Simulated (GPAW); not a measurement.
# PtS2 (P-3m1) in GPAW: further runs

Aim: see how the results for PtS2 move with the level of theory and the settings. Levels: r2SCAN+U, revPBE. Tasks: single point, relaxation of cell and atoms.

All numbers are computed with GPAW 26.7.0; they aren't measurements. Logs are shortened: lines on timing, memory, paths and dates and some standing lists are left out, and cuts for length are marked. The log counts tension as positive stress, the text compression.

### 1 Starting point

It takes space group P-3m1 (No. 164, trigonal). Conventional cell: a = 3.543 Å, b = 3.543 Å, c = 5.039 Å, α = 90.00°, β = 90.00°, γ = 120.00°. Pt (site symmetry -3m) has 6 S at 2.34 Å as nearest neighbours. S (site symmetry 3m) is surrounded by 3 Pt at 2.34 Å.

### 2 Single point, r2SCAN+U

Contents of run.py:

```python
from ase.dft.bandgap import bandgap
from ase.io import read, write
from ase.units import GPa
from gpaw import GPAW, PW

atoms = read('PtS2.cif')

calc = GPAW(mode=PW(500),
            xc='MGGA_X_R2SCAN+MGGA_C_R2SCAN',
            kpts={'size': (7, 7, 4), 'gamma': True},
            occupations={'name': 'fermi-dirac', 'width': 0.05},
            setups={'Pt': ':d,3.5'},
            nbands=26,
            maxiter=120,
            txt='gpaw.txt')
atoms.calc = calc
energy = atoms.get_potential_energy()
forces = atoms.get_forces()
stress = atoms.get_stress()
calc.write('gs.gpw')
write('result.traj', atoms)
print(f'Energy: {energy:.6f} eV')
print('Forces (eV/A):')
print(forces.round(4))
print('Stress (GPa):', (stress / GPa).round(3))
print('Fermi level:', round(calc.get_fermi_level(), 4), 'eV')
print(f'Gap: {bandgap(calc)[0]:.4f} eV, direct: {bandgap(calc, direct=True)[0]:.4f} eV')
```

Contents of PtS2.cif:

```cif
data_PtS2
_cell_length_a 3.54320000
_cell_length_b 3.54320000
_cell_length_c 5.03880000
_cell_angle_alpha 90.00000000
_cell_angle_beta 90.00000000
_cell_angle_gamma 120.00000000
_space_group_name_H-M_alt 'P1'
_space_group_name_Hall 'P 1'
_space_group_IT_number 1
loop_
_space_group_symop_operation_xyz
'x,y,z'
loop_
_atom_site_label
_atom_site_type_symbol
_atom_site_symmetry_multiplicity
_atom_site_Wyckoff_symbol
_atom_site_fract_x
_atom_site_fract_y
_atom_site_fract_z
_atom_site_occupancy
Pt1 Pt 1 a 0.0000000000 0.0000000000 0.0000000000 1
S1 S 1 a 0.6666666667 0.3333333333 0.7730000000 1
S2 S 1 a 0.3333333333 0.6666666667 0.2270000000 1
```

Potentials or basis: GPAW PAW data sets (gpaw-data 1.2.1), pw.

Started as:

```
$ OMP_NUM_THREADS=1 python run.py
```

gpaw.txt:

```text
__  _  _
 | _ |_)|_||  |
 |__||  | ||/\| - 26.7.0

Input parameters:
  mode=PW(ecut=500.0),
  kpts=MonkhorstPack(size=(7, 7, 4), gamma=True),
  maxiter=120,
  nbands=26,
  occupations=Occupations(name='fermi-dirac', width=0.05),
  setups={'Pt': ':d,3.5'},
  xc=XC(name='MGGA_X_R2SCAN+MGGA_C_R2SCAN')

Diagonalizing LCAO Hamiltonian
Converting LCAO to pw mode

            S

         S

       Pt

Atoms  # Å, Bohr magnetons
|   | symbol |         x |        y |        z |    initial magnetic moments |
|---|--------|-----------|----------|----------|-----------------------------|
| 0 |     Pt |  0.000000 | 0.000000 | 0.000000 | ( 0.0000,  0.0000,  0.0000) |
| 1 |      S |  1.771600 | 1.022834 | 3.894992 | ( 0.0000,  0.0000,  0.0000) |
| 2 |      S | -0.000000 | 2.045667 | 1.143808 | ( 0.0000,  0.0000,  0.0000) |

Unit cell  # Å
| periodic |         x |        y |        z |  lengths |     angles |
|----------|-----------|----------|----------|----------|------------|
|      yes |  3.543200 | 0.000000 | 0.000000 | 3.543200 |  90.000000 |
|      yes | -1.771600 | 3.068501 | 0.000000 | 3.543200 |  90.000000 |
|      yes |  0.000000 | 0.000000 | 5.038800 | 5.038800 | 120.000000 |

Number of symmetries: 12
Symmetry operations  # r_c * U_cc + t_c -> r_c
|    | kind |            matrix            |
|----|------|------------------------------|
|  0 |  σ   |  1, 1, 0,  0,-1, 0,  0, 0, 1 |
|  1 |  S6  |  1, 1, 0, -1, 0, 0,  0, 0,-1 |
|  2 |  E   |  1, 0, 0,  0, 1, 0,  0, 0, 1 |
|  3 |  C2  |  1, 0, 0, -1,-1, 0,  0, 0,-1 |
|  4 |  C2  |  0, 1, 0,  1, 0, 0,  0, 0,-1 |
|  5 |  C3  |  0, 1, 0, -1,-1, 0,  0, 0, 1 |
|  6 |  S6  |  0,-1, 0,  1, 1, 0,  0, 0,-1 |
|  7 |  σ   |  0,-1, 0, -1, 0, 0,  0, 0, 1 |
|  8 |  σ   | -1, 0, 0,  1, 1, 0,  0, 0, 1 |
|  9 |  i   | -1, 0, 0,  0,-1, 0,  0, 0,-1 |
| 10 |  C3  | -1,-1, 0,  1, 0, 0,  0, 0, 1 |
| 11 |  C2  | -1,-1, 0,  0, 1, 0,  0, 0,-1 |

BZ-sampling:
  Number of BZ points: 196
  Number of IBZ points: 28

  Monkhorst-Pack size: [7, 7, 4]
  Monkhorst-Pack shift: [0.0, 0.0, 0.125]

K-points  # in reciprocal-cell coordinates
|     |                                coordinates |     weight |
|-----|--------------------------------------------|------------|
|   0 | (  0.00000000,   0.00000000,   0.00000000) | 0.00510204 |
|   1 | (  0.00000000,   0.00000000,   0.25000000) | 0.01020408 |
|   2 | (  0.00000000,   0.00000000,   0.50000000) | 0.00510204 |
|   3 | (  0.14285714,   0.00000000,  -0.25000000) | 0.03061224 |
|   4 | (  0.14285714,   0.00000000,   0.00000000) | 0.03061224 |
|   5 | (  0.14285714,   0.00000000,   0.25000000) | 0.03061224 |
|   6 | (  0.14285714,   0.00000000,   0.50000000) | 0.03061224 |
|   7 | (  0.28571429,  -0.14285714,   0.00000000) | 0.03061224 |
|   8 | (  0.28571429,  -0.14285714,   0.25000000) | 0.06122449 |
|   9 | (  0.28571429,  -0.14285714,   0.50000000) | 0.03061224 |
| ... |                                            |            |
|  27 | (  0.42857143,   0.42857143,   0.50000000) | 0.03061224 |

Plane wave coefficients: 1411
Cutoff: 500.0 eV

Spin-components: 1 (collinear spins)
Bands:           26
Projectors:      16
Spin-degeneracy: 2
Datatype:        complex128

Parallelization:
  kpt:    1
  domain: 1
  band:   1

Density:
  Valence electrons: 28.0
  Components: 1
  Grid points: [20 20 27]
  Charge: 0.0  # |e|

Potential:
  Grid points: [20 20 27]

species:
  Pt:
    name:    Platinum
    Z:       78.0
    valence: 16
    core:    62
    charge:  0.0  # [|e|]
    Hubbard: {U: 3.5,  # eV
              l: 2,
              scale: True}
    compensation charges:
      type: gauss
      rc: 0.41  # [Å]
      lmax: 2
    cutoffs:
      filter: 2.26  # [Å]
      core: 2.26  # [Å]
    projectors
    | kind |    occ | energy [eV] | rcut [Å] |
    |------|--------|-------------|----------|
    |   6s |  1.000 |      -5.628 |    1.307 |
    |   5p |  6.000 |     -56.051 |    1.371 |
    |   6p |  0.000 |      -0.845 |    1.371 |
    |   5d |  9.000 |      -6.153 |    1.307 |
    |    s |        |      21.583 |    1.307 |
    |    d |        |      21.058 |    1.307 |

    Using partial waves for Pt as LCAO basis

  S:
    name:    Sulfur
    Z:       16.0
    valence: 6
    core:    10
    charge:  0.0  # [|e|]
    compensation charges:
      type: gauss
      rc: 0.24  # [Å]
      lmax: 2
    cutoffs:
      filter: 1.77  # [Å]
      core: 1.66  # [Å]
    projectors
    | kind |    occ | energy [eV] | rcut [Å] |
    |------|--------|-------------|----------|
    |   3s |  2.000 |     -17.254 |    0.974 |
    |   3p |  4.000 |      -7.008 |    0.979 |
    |    s |        |       9.957 |    0.974 |
    |    p |        |      20.203 |    0.979 |
    |    d |        |       0.000 |    0.900 |

    Using partial waves for S as LCAO basis

Reference energy: -522090.602563  # eV

eigensolver:
  PPCG
  Converge bands: occupied
  niter=2

density mixing:
  MSR1-Mixer
  Pratt-step length: 0.05
  Maximum mixing coefficient: 0.75
  Old densities: 10
  SVD Regularization: 0.005
  Good broyden scale: 1.0
  Trust region scale: 1.0
  Backstep threshold: 4.0
  History deletion threshold: 6.0
  Fourier metric: weight=20.0, sigma=0.015

occupation numbers:
  Fermi-Dirac:
    width: 0.0500  # eV

poisson solver:
  ecut: 4000.0  # eV

xc functional:
  name: MGGA_X_R2SCAN+MGGA_C_R2SCAN with 2 nearest neighbor stencil

convergence criteria:
- Maximum [total energy] change in last 3 cyles: 0.0005 eV / valence electron
- Maximum integral of absolute [dens]ity change: 0.0001 electrons / valence electron
- Maximum integral of absolute [eigenst]ate change: 4e-08 eV^2 / valence electron
maximum number of iterations: 120

SCF iterations
|iter     | |      energy | eigst |  dens |
|---------|-|-------------|-------|-------|
|iter:   1| |  -44.115125 | +0.28 |       |
|iter:   2| |  -37.370144 | -1.35 | -1.22 |
|iter:   3| |  -37.355826 | -2.10 | -1.27 |
|iter:   4| |  -37.444659 | -2.58 | -1.50 |
|iter:   5| |  -37.488354 | -2.79 | -1.77 |
|iter:   6| |  -37.488482 | -4.11 | -2.32 |
|iter:   7| |  -37.487996c| -4.45 | -2.61 |
|iter:   8| |  -37.488030c| -6.27 | -3.41 |
|iter:   9| |  -37.488050c| -6.63 | -3.76 |
|iter:  10| |  -37.488051c| -7.91c| -4.56c|

Converged in 10 steps
Energy contributions relative to reference atoms: (reference = -522090.602563)

Energy contributions:
  Kinetic:          26.546364
  Coulomb:         -24.670809
  Zero:             -0.873659
  External:          0.000000
  Xc:              -38.489943
  Entropy:          -0.000008
  Spinorbit:         0.000000
  ----------------------------
  Free energy:     -37.488055
  Extrapolated:    -37.488051

dipole moment: (-6.063438, -10.502183, -17.245683)  # |e|*Ang

Fermi level: 7.490
Eigenvalues  # (at kpt = [0.000, 0.000, 0.000])
| band index |      eig [eV] | occ [0-2] |
|------------|---------------|-----------|
|          0 |       -47.533 |     2.000 |
|        ... |               |           |
|          6 |        -0.469 |     2.000 |
|          7 |        -0.468 |     2.000 |
|          8 |         1.821 |     2.000 |
|          9 |         1.830 |     2.000 |
|         10 |         4.485 |     2.000 |
|         11 |         5.956 |     2.000 |
|         12 |         5.956 |     2.000 |
|         13 |         7.007 |     2.000 |
|         14 |         9.614 |     0.000 |
|         15 |         9.614 |     0.000 |
|         16 |        12.398 |     0.000 |
|         17 |        13.549 |     0.000 |
|         18 |        15.567 |     0.000 |
|         19 |        15.567 |     0.000 |
|         20 |        19.672 |     0.000 |
|         21 |        20.069 |     0.000 |
|        ... |               |           |
|         25 |        21.558 |     0.000 |

Gap: 0.908 eV
Transition (v -> c):
  (s=0, k=4, n=13, [0.14, 0.00, 0.00]) -> (s=0, k=10, n=14, [0.29, 0.00, -0.25])
Direct/indirect transitions are different
Direct gap: 1.177 eV
Transition at: (s=0, k=10, n=13, [0.29, 0.00, -0.25])

Forces  # eV/Ang
|        x |        y |        z |
|----------|----------|----------|
|  0.00000 |  0.00000 |  0.00000 |  # Pt   0
|  0.00000 |  0.00000 | -1.24087 |  # S    1
| -0.00000 | -0.00000 |  1.24087 |  # S    2

Stress tensor  # eV/Ang^3
|         x |         y |         z |
|-----------|-----------|-----------|
| -0.047279 |  0.000000 |  0.000000 |
|  0.000000 | -0.047279 | -0.000000 |
|  0.000000 | -0.000000 | -0.060885 |

# Writing to gs.gpw (mode='')
```

Wall time 1.8 min (1 thread of Intel Xeon at 2.50GHz (Skylake/Cascade Lake), shared host); peak memory 0.3 GiB.

What came out:

- Free energy: -37.4881 eV
- Pressure: 8.3 GPa
- Largest force: 1.241 eV/Å
- Band gap on the k mesh: 0.91 eV, indirect (least direct gap 1.18 eV)

Forces in eV/Å, atoms in the order of the input:
```
Pt   0.000  0.000  0.000
S    0.000  0.000 -1.241
S    0.000  0.000  1.241
```

Caveat: the cutoff is short for stress and forces, so pressures can be off by a GPa or more; the PAW data sets were made with another functional, which shifts forces and pressure a little; spin-orbit coupling is left out, which moves the levels of the heavy elements; an odd mesh through Γ misses points on the zone boundary, where band edges often lie.

### 3 Relaxation of cell and atoms, revPBE

Contents of run.py:

```python
from ase import Atoms
from ase.filters import FrechetCellFilter
from ase.io import write
from ase.optimize import BFGS
from gpaw import GPAW, PW

atoms = Atoms(['Pt', 'S', 'S'],
              cell=[[3.5432, 0.0, 0.0],
                    [-1.7716, 3.0685012107, 0.0],
                    [0.0, 0.0, 5.0388]],
              scaled_positions=[[0.0, 0.0, 0.0],
                                [0.6666666667, 0.3333333333, 0.773],
                                [0.3333333333, 0.6666666667, 0.227]],
              pbc=True)

calc = GPAW(mode=PW(600),
            xc='revPBE',
            kpts={'size': (9, 9, 5), 'gamma': True},
            occupations={'name': 'fermi-dirac', 'width': 0.05},
            nbands=26,
            convergence={'density': 1e-05, 'forces': 0.0001},
            maxiter=150,
            txt='gpaw.txt')
atoms.calc = calc
opt = BFGS(FrechetCellFilter(atoms), trajectory='relax.traj', logfile='-')
done = opt.run(fmax=0.02, steps=100)
calc.write('gs.gpw')
write('result.traj', atoms)
print('Converged:', done)
print('Cell:', atoms.cell.cellpar().round(4))
print('Volume:', round(atoms.get_volume(), 4))
print(atoms.get_scaled_positions().round(5))
```

Potentials or basis: the program's PAW data sets (release 1.2.1) made for this functional, pw.

Started as:

```
$ OMP_NUM_THREADS=1 python run.py
```

It took 18 min on 1 thread of Arm Neoverse V1, shared host; peak memory 0.56 GiB.

Results (log left out):

```yaml
Free_energy: -14.6549 eV
Relaxed_volume: 28.03 Å³/atom
Relaxed_cell: a = 3.596 Å, b = 3.596 Å, c = 7.506 Å, α = 90.00°, β = 90.00°, γ = 120.00°
Space_group_after_relaxing_to_0.05_Å: P-3m1 (No. 164)
Energy_gained_by_relaxing: 122.8 meV/atom
Ionic_steps: 17
Pressure_after_relaxing: 0.0 GPa
Largest_force_after_relaxing: 0.004 eV/Å
Band_gap_on_the_k_mesh: 1.72 eV, indirect (least direct gap 1.76 eV)
```

Forces on the atoms (eV/Å):
```
Pt   0.000  0.000  0.000
S    0.000  0.000 -0.004
S    0.000  0.000  0.004
```

Step by step:
```tsv
step	energy change (eV)	largest force (eV/Å)	pressure (GPa)	volume (Å³)
1	0.0000	1.3641	13.97	54.78
2	-0.1295	0.7455	8.46	56.04
3	-0.2093	0.0556	1.56	58.04
4	-0.2122	0.1476	0.73	58.40
5	-0.2155	0.2124	0.05	58.84
6	-0.2244	0.2952	-1.05	59.95
7	-0.2418	0.3340	-2.20	62.16
8	-0.2717	0.2195	-2.69	66.24
9	-0.2945	0.0871	-1.75	70.60
10	-0.3029	0.1960	-1.02	71.13
11	-0.3228	0.3631	0.90	70.88
12	-0.3344	0.3268	1.47	70.83
13	-0.3501	0.1612	1.35	72.63
14	-0.3593	0.0406	0.75	75.75
15	-0.3657	0.0160	0.29	79.84
16	-0.3678	0.0169	0.09	82.64
17	-0.3684	0.0036	0.00	84.08
```

Final structure:
```cif
data_structure
_symmetry_space_group_name_H-M 'P 1'
_symmetry_Int_Tables_number 1
_cell_length_a 3.5964
_cell_length_b 3.5964
_cell_length_c 7.5063
_cell_angle_alpha 90.000
_cell_angle_beta 90.000
_cell_angle_gamma 120.000
_cell_volume 84.08
loop_
_atom_site_label
_atom_site_type_symbol
_atom_site_fract_x
_atom_site_fract_y
_atom_site_fract_z
_atom_site_occupancy
Pt1 Pt 0.00000 0.00000 0.00000 1
S1 S 0.66667 0.33333 0.83587 1
S2 S 0.33333 0.66667 0.16413 1
```

Levels at points of the mesh, in eV from the valence-band top:
```tsv
k point	band 11	band 12	band 13	band 14	band 15	band 16	band 17	band 18
(0.00, 0.00, 0.00)	-0.80	-0.48	-0.26	-0.26	3.11	3.11	5.32	6.14
```

Caveat: later steps reuse the first step's grids; the volume moved by over 15 % at a fixed basis, so the end points are rough; spin-orbit coupling is left out, which moves the levels of the heavy elements; an odd mesh through Γ misses points on the zone boundary, where band edges often lie; this functional lacks dispersion, which binds the layers, so the pressure and a relaxed spacing across them are unreliable, and here the layers came unbound; the volume moved by +53 % from the deposited cell, more than functionals usually miss.
